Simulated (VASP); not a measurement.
# Ti (P6_3/mmc) in VASP: a series of runs

The runs below take Ti through single point, with PBEsol, r2SCAN.

All numbers are computed with VASP 6.6.1; they aren't measurements. Logs are shortened: lines on timing, memory, paths and dates and some standing lists are left out, and cuts for length are marked.

### Step 1. Starting point

The structure is hexagonal, space group P6_3/mmc (No. 194). Conventional cell: a = 2.898 Å, b = 2.898 Å, c = 4.587 Å, α = 90.00°, β = 90.00°, γ = 120.00°. Around Ti (site symmetry -6m2) lie 12 Ti at 2.84 to 2.90 Å.

### Step 2. Single point, PBEsol

File INCAR:

```
PREC = Accurate
ENCUT = 520
EDIFF = 1E-7
ISMEAR = 0
SIGMA = 0.5
LREAL = F
LASPH = T
NELM = 100
ALGO = Normal
ISIF = 2
LWAVE = F
LCHARG = T
GGA = PS
LELF = T
LVHAR = T
NBANDS = 19
```

File KPOINTS:

```
Automatic mesh
0
Gamma
  18 18 10
```

File POSCAR:

```
Ti
1.0
    2.8983000000      0.0000000000      0.0000000000
   -1.4491500000      2.5100000000      0.0000000000
    0.0000000000      0.0000000000      4.5866100000
Ti
2
Direct
    0.3333300000      0.6666700000      0.2500000000
    0.6666700000      0.3333300000      0.7500000000
```

Potentials or basis: VASP PAW PBE potentials, release 64 (Ti_sv).

Run with:

```sh
cat potpaw_PBE.64/Ti_sv/POTCAR > POTCAR
mpirun -np 1 vasp_std > vasp.out
```

OUTCAR:

```text
PREC = Accurate
   ENCUT = 520
   EDIFF = 1E-7
   ISMEAR = 0
   LREAL = F
   LASPH = T
   NELM = 100
   ISIF = 2
   GGA = PS

 ion  position               nearest neighbor table
   1  0.333  0.667  0.250-   2 2.84   2 2.84   2 2.84   2 2.84   2 2.84   2 2.84
   2  0.667  0.333  0.750-   1 2.84   1 2.84   1 2.84   1 2.84   1 2.84   1 2.84

  LATTYP: Found a hexagonal cell.
 ALAT       =     2.8983000000
 C/A-ratio  =     1.5825173377

  Lattice vectors:

 A1 = (   2.8983000000,   0.0000000000,   0.0000000000)
 A2 = (  -1.4491500000,   2.5100000000,   0.0000000000)
 A3 = (   0.0000000000,   0.0000000000,   4.5866100000)

Analysis of symmetry for initial positions (statically):
=====================================================================
 Subroutine PRICEL returns:
 Original cell was already a primitive cell.

 Routine SETGRP: Setting up the symmetry group for a
 hexagonal supercell.

 Subroutine GETGRP returns: Found  8 space group operations
 (whereof  4 operations were pure point group operations)
 out of a pool of 24 trial point group operations.

The static configuration has the point symmetry C_2h.
 The point group associated with its full space group is D_2h.

Analysis of symmetry for dynamics (positions and initial velocities):
=====================================================================
 Subroutine PRICEL returns:
 Original cell was already a primitive cell.

 Routine SETGRP: Setting up the symmetry group for a
 hexagonal supercell.

 Subroutine GETGRP returns: Found  8 space group operations
 (whereof  4 operations were pure point group operations)
 out of a pool of 24 trial point group operations.

The dynamic configuration has the point symmetry C_2h.
 The point group associated with its full space group is D_2h.

 Subroutine INISYM returns: Found  8 space group operations
 (whereof  4 operations are pure point group operations),
 and found     1 'primitive' translations

----------------------------------------------------------------------------------------

                                     Primitive cell

  volume of cell :      33.3664

  direct lattice vectors                    reciprocal lattice vectors
     2.898300000  0.000000000  0.000000000     0.345029845  0.199203187  0.000000000
    -1.449150000  2.510000000  0.000000000     0.000000000  0.398406375  0.000000000
[... 77 lines left out ...]
   ISTART =      0    job   : 0-new  1-cont  2-samecut
   ICHARG =      2    charge: 1-file 2-atom 10-const
   ISPIN  =      1    spin polarized calculation?
   LNONCOLLINEAR =      F non collinear calculations
   LSORBIT =      F    spin-orbit coupling
   LASPH  =      T    aspherical Exc in radial PAW
   ENCUT  =  520.0 eV  38.22 Ry    6.18 a.u.   5.39  5.39  8.53*2*pi/ulx,y,z
   NELM   =    100;   NELMIN=  2; NELMDL= -5     # of ELM steps
   EDIFF  = 0.1E-06   stopping-criterion for ELM
   LREAL  =      F    real-space projection
   EDIFFG = 0.1E-05   stopping-criterion for IOM
   NSW    =      0    number of steps for IOM
   IBRION =     -1    ionic relax: 0-MD 1-quasi-New 2-CG
   NFREE  =      0    steps in history (QN), initial steepest desc. (CG)
   ISIF   =      2    stress and relaxation
   ISYM   =      2    0-nonsym 1-usesym 2-fastsym
   POTIM  = 0.5000    time-step for ionic-motion
   TEBEG  =    0.0;   TEEND  =   0.0 temperature during run
   PSTRESS=    0.0 pullay stress
   NELECT =      24.0000    total number of electrons
   NUPDOWN=      -1.0000    fix difference up-down
   EMIN   =  10.00;   EMAX   =-10.00  energy-range for DOS
   EFERMI =   0.00;   METHOD = LEGACY
   ISMEAR =     0;   SIGMA  =   0.50  broadening in eV -4-tet -1-fermi 0-gaus
   EFERMI_NEDOS =   21; number of points for ismear=-14 and -15
   IALGO  =     38    algorithm
   IMIX   =      4    mixing-type and parameters
     AMIX     =   0.40;   BMIX     =  1.00
     AMIX_MAG =   1.60;   BMIX_MAG =  1.00
  volume/ion in A,a.u.               =      16.68       112.58
  Fermi-wavevector in a.u.,A,eV,Ry     =   1.466816  2.771880 29.273601  2.151549
  Thomas-Fermi vector in A             =   2.582508
   LORBIT       =      0    0 simple, 1 ext, 2 COOP (PROOUT), +10 PAW based schemes
   GGA     = PS    functional components
   LHFCALC =     F    Hartree Fock is set to
   AEXX    =    0.0000 exact exchange contribution
   IVDW    =     0    specifies the selected vdW correction
   LEPSILON=     F    determine dielectric tensor
   LRPA    =     F    only Hartree local field effects (RPA)
 non-spin polarized calculation
 Gauss-broadening in eV      SIGMA  =   0.50
  energy-cutoff  :      520.00
  volume of cell :       33.37
 maximum number of plane-waves:       929
 NGX is ok and might be reduce to    24
   NGX = 11   NGY = 11   NGZ = 17

 number of electron      23.9999999 magnetization

 Free energy of the ion-electron system (eV)
  ---------------------------------------------------
  ext. energy  EPLUGINS =         0.00000000
  ---------------------------------------------------
  free energy    TOTEN  =       -16.82298788 eV

  energy without entropy =      -16.50206603  energy(sigma->0) =      -16.66252696

 E-fermi :   8.5803     XC(G=0): -11.8267

 val. band max:        8.5704828522   @ k =  -0.0556   0.1111   0.5000
 cond. band min:       8.5839531110   @ k =   0.1111   0.1111   0.3000
 fundamental gap:      0.0134702587
 Fermi energy:         8.5803363764

 k-point     1 :       0.0000    0.0000    0.0000
  band No.  band energies     occupation
      1     -47.8910      2.00000
      2     -47.7261      2.00000
      3     -24.6147      2.00000
      4     -23.9082      2.00000
      5     -23.9082      2.00000
      6     -23.7928      2.00000
[... 505 lines left out ...]
      6     -23.8910      2.00000
[... 11 lines left out ...]
     18      10.3946      0.00000
     19      12.1365      0.00000

 [... further k-points ...]
[... 5 lines left out ...]
  --------------------------------------------------------------------------------------
  -------------------------------------------------------------------------------------
  Total        0.1282080      0.1283090      0.2401398      0.0000875     -0.0000000     -0.0000000
  in kB        6.1562598      6.1611061     11.5309720      0.0042031     -0.0000000     -0.0000000
  external PRESSURE =       7.9494460 kB  Pullay stress =       0.0000000 kB

 VOLUME and BASIS-vectors are now :
 -----------------------------------------------------------------------------
  energy-cutoff  :      520.00
  volume of cell :       33.37
      direct lattice vectors                 reciprocal lattice vectors
     2.898300000  0.000000000  0.000000000     0.345029845  0.199203187  0.000000000
    -1.449150000  2.510000000  0.000000000     0.000000000  0.398406375  0.000000000
     0.000000000  0.000000000  4.586610000     0.000000000  0.000000000  0.218025949

 POSITION                                       TOTAL-FORCE (eV/Angst)
 -----------------------------------------------------------------------------------
     -0.00001      1.67334      1.14665         0.000025     -0.000014      0.000000
      1.44916      0.83666      3.43996        -0.000025      0.000014     -0.000000
 -----------------------------------------------------------------------------------
    total drift:                                0.000000     -0.000000      0.000000

  FREE ENERGIE OF THE ION-ELECTRON SYSTEM (eV)
  ---------------------------------------------------
  free  energy   TOTEN  =       -16.8229878771 eV

  energy  without entropy=      -16.5020660333  energy(sigma->0) =      -16.66252696
```

stdout:

```text
POSCAR found type information on POSCAR Ti
 POSCAR found :  1 types and       2 ions
 scaLAPACK will be used
 -----------------------------------------------------------------------------
|                                                                             |
|                                                                             |
|     You enforced a specific xc type in the INCAR file but a different       |
|     I HOPE YOU KNOW WHAT YOU ARE DOING!                                     |
|                                                                             |
 -----------------------------------------------------------------------------

 LDA part: xc-table for (Slater+PW92), standard interpolation
 POSCAR, INCAR and KPOINTS ok, starting setup
 FFT: planning ... GRIDC
 FFT: planning ... GRID_SOFT
 FFT: planning ... GRID
 WAVECAR not read
 entering main loop
```

It took 2.4 min on 1 thread of Intel Xeon Platinum 8559C (Emerald Rapids), shared host; peak memory 0.38 GiB.

Results:

| Item | Value |
| --- | --- |
| Free energy | -16.8230 eV |
| Pressure | 0.8 GPa |
| Band gap on the k mesh | none (metal or under the smearing width) |

Caveat: the PAW data sets were made with another functional, which shifts forces and pressure a little.

### Step 3. Single point, PBEsol

Edit INCAR of step 2 so:

```diff
@@ -1,6 +1,6 @@
 PREC = Accurate
-ENCUT = 520
+ENCUT = 900
 EDIFF = 1E-7
 ISMEAR = 0
-SIGMA = 0.5
+SIGMA = 0.1
 LREAL = F
```

KPOINTS is that of step 2.

POSCAR is that of step 2.

Potentials or basis: VASP PAW PBE potentials, release 64 (Ti_sv).

Run with:

```sh
cat potpaw_PBE.64/Ti_sv/POTCAR > POTCAR
mpirun -np 1 vasp_std > vasp.out
```

Run time: 7.1 min. Hardware: 1 thread of Intel Xeon Platinum 8559C (Emerald Rapids), shared host; peak memory 0.69 GiB.

It converged, with:

* Free energy: -16.6853 eV
* Pressure: 0.1 GPa
* Band gap on the k mesh: none (metal or under the smearing width)

Levels at points of the mesh, in eV from the Fermi level:
```tsv
k point	band 10	band 11	band 12	band 13	band 14	band 15
(0.00, 0.00, 0.00)	-2.80	0.78	0.78	0.90	0.92	1.32
(0.50, 0.00, 0.00)	-2.29	-1.97	-0.59	0.46	0.65	1.23
(0.50, 0.50, 0.00)	-2.29	-1.97	-0.59	0.46	0.65	1.23
(0.00, 0.00, 0.50)	-4.40	0.08	0.08	0.68	0.68	0.68
(0.50, 0.00, 0.50)	-2.67	-0.87	-0.87	1.44	1.44	1.79
(0.50, 0.50, 0.50)	-2.67	-0.87	-0.87	1.44	1.44	1.79
```

Caveat: the PAW data sets were made with another functional, which shifts forces and pressure a little.

### Step 4. Single point, r2SCAN

Edit INCAR of step 3 so:

```diff
@@ -1,3 +1,3 @@
 PREC = Accurate
-ENCUT = 900
+ENCUT = 520
 EDIFF = 1E-7
@@ -12,3 +12,4 @@
 LCHARG = T
-GGA = PS
+METAGGA = R2SCAN
+LMIXTAU = T
 LELF = T
```

KPOINTS is that of step 3.

POSCAR is that of step 3.

Run with:

```sh
cat potpaw_PBE.64/Ti_sv/POTCAR > POTCAR
mpirun -np 1 vasp_std > vasp.out
```

Run time: 14 min. Hardware: 1 thread of Intel Xeon Platinum 8559C (Emerald Rapids), shared host; peak memory 0.38 GiB.

The run converged. Its results:

```yaml
Free_energy: -25.8845 eV
Pressure: 4.9 GPa
Band_gap_on_the_k_mesh: none (metal or under the smearing width)
```

Stress tensor (GPa, compression positive):
```
5.05 0.00 0.00
0.00 5.05 0.00
0.00 0.00 4.72
```

Levels at points of the mesh, in eV from the Fermi level:
```
           k point  band 9  band 10  band 11  band 12  band 13  band 14  band 15  band 16
(0.00, 0.00, 0.00)   -6.72    -2.98     0.68     0.88     0.88     1.00     1.44     1.44
(0.50, 0.00, 0.00)   -2.58    -2.42    -2.06    -0.81     0.61     0.73     1.32     3.71
(0.50, 0.50, 0.00)   -2.58    -2.42    -2.06    -0.81     0.61     0.73     1.32     3.71
(0.00, 0.00, 0.50)   -4.72    -4.72     0.05     0.05     0.79     0.79     0.79     0.79
(0.50, 0.00, 0.50)   -2.80    -2.80    -0.93    -0.93     1.35     1.35     1.98     1.98
(0.50, 0.50, 0.50)   -2.80    -2.80    -0.93    -0.93     1.35     1.35     1.98     1.98
```

Caveat: the PAW data sets were made with another functional, which shifts forces and pressure a little.

### Step 5. Overview

| level | cutoff (eV) | smearing | gap on the mesh (eV) | pressure (GPa) |
| --- | --- | --- | --- | --- |
| PBEsol | 520 | gaussian 0.5 eV | none | 0.8 |
| PBEsol | 900 | gaussian 0.1 eV | none | 0.1 |
| r2SCAN | 520 | gaussian 0.1 eV | none | 4.9 |

Alike in all rows: task single point; potentials or basis VASP PAW PBE potentials, release 64 (Ti_sv); no spin polarisation; cell as given; k mesh 18 × 18 × 10.

Every run on the cell as given and a fine mesh finds a metal. The pressure there spans 0.1 GPa (PBEsol) to 4.9 GPa (r2SCAN); a positive pressure means that this level wants a larger cell, a negative one a smaller.

Caveats: the PAW data sets were made with another functional, which shifts forces and pressure a little.

Total energies depend on the potentials used, so only differences within one code and one set of settings carry meaning.
